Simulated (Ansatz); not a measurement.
SnO:

```
CELL_PARAMETERS angstrom
3.35500 0.00000 0.00000
0.00000 5.67410 0.00000
0.00000 0.00000 4.22197
ATOMIC_POSITIONS crystal
Sn 0.50000 0.76809 0.01314
Sn 0.00000 0.23191 0.51314
O 0.50000 0.10875 0.23686
O 0.00000 0.89125 0.73686
```

The cell comes from a database or a generator and needn't be the stable form of this composition.

Base run:

* Program: Ansatz 0.2.0
* Functional: PBEsol
* Potentials or basis: Ansatz PAW
* Cutoff: 420 eV
* Density cutoff: 1680 eV
* k mesh: 8 × 5 × 6
* Occupations: fermi-dirac, width 0.05 eV
* Spin: no spin polarisation

Its results: band gap on the k mesh 1.43 eV, indirect (least direct gap 2.02 eV); pressure -3.1 GPa; largest force 0.427 eV/Å.

Q: After a change of settings the same cell gave: band gap on the k mesh 1.47 eV, indirect (least direct gap 2.07 eV); pressure -5.5 GPa; largest force 0.743 eV/Å. Which change was it?
A. k mesh from 8 × 5 × 6 to 5 × 3 × 4
B. spin from no spin polarisation to spin-orbit coupling, no magnetisation; potential files from those of the base run to others of the same set
C. functional from PBEsol to r2SCAN; cutoff from 420 eV to 500 eV; density cutoff from 1680 eV to 2000 eV
D. functional from PBEsol to LDA

A: D.

LDA binds more tightly than PBEsol, so the same cell stands under less pressure.

Caveats: the k mesh misses the band edges, so the gap on the mesh is wider than the one along the path; spin-orbit coupling is left out, which moves the levels of the heavy elements; the PAW data sets come from PBE, with cores solved anew for the run's functional, which leaves a small shift of forces and pressure.

Not every run made on this cell is shown here.
